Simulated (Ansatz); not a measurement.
## AlCo: two-dimensional strain map

Level of theory: DFT PBEsol, scalar-relativistic, plane waves, PAW in Ansatz. Settings: plane waves to 420 eV, k-mesh 16×16×16 (Γ-centred), Gaussian smearing 0.15 eV. No spin polarisation. A magnetic state may lie lower. Energies are free energies at this smearing, counted from the undisturbed cell; pressure is positive in compression.

The undisturbed cell (as given, not relaxed at this level; it stands at 0.7 GPa, and it needn't be the usual structure):

```yaml
crystal:
  lattice:
    - [2.81940, 0.00000, 0.00000]
    - [0.00000, 2.81940, 0.00000]
    - [0.00000, 0.00000, 2.81940]
  atoms:
    - { symbol: Al, position: [0.00000, 0.00000, 0.00000] }
    - { symbol: Co, position: [0.50000, 0.50000, 0.50000] }
```

The cell is strained by p along both x and y and by q along z, fractional coordinates fixed. Points are written (p, q).

Energy above the undisturbed cell in meV/atom (a dash: not computed):

```
 p \ q  -0.030  -0.015  0.000  0.015  0.030
-0.030    65.7    46.8   33.6   25.3   21.3
-0.015    30.6    16.8    8.9    5.8    6.9
 0.000    12.5     3.4    0.0    1.6    7.3
 0.015     9.7     4.7    5.3   11.0   20.8
 0.030    20.4    19.1   23.4   32.5   45.9
```

Pressure in GPa:

| p \ q | -0.030 | -0.015 | 0.000 | 0.015 | 0.030 |
| --- | --- | --- | --- | --- | --- |
| -0.030 | 22.5 | 18.3 | 14.5 | 11.0 | 7.8 |
| -0.015 | 14.3 | 10.5 | 7.1 | 4.0 | 1.1 |
| 0.000 | 7.2 | 3.8 | 0.7 | -2.1 | -4.6 |
| 0.015 | 1.2 | -1.9 | -4.7 | -7.3 | -9.5 |
| 0.030 | -4.1 | -6.9 | -9.4 | -11.7 | -13.7 |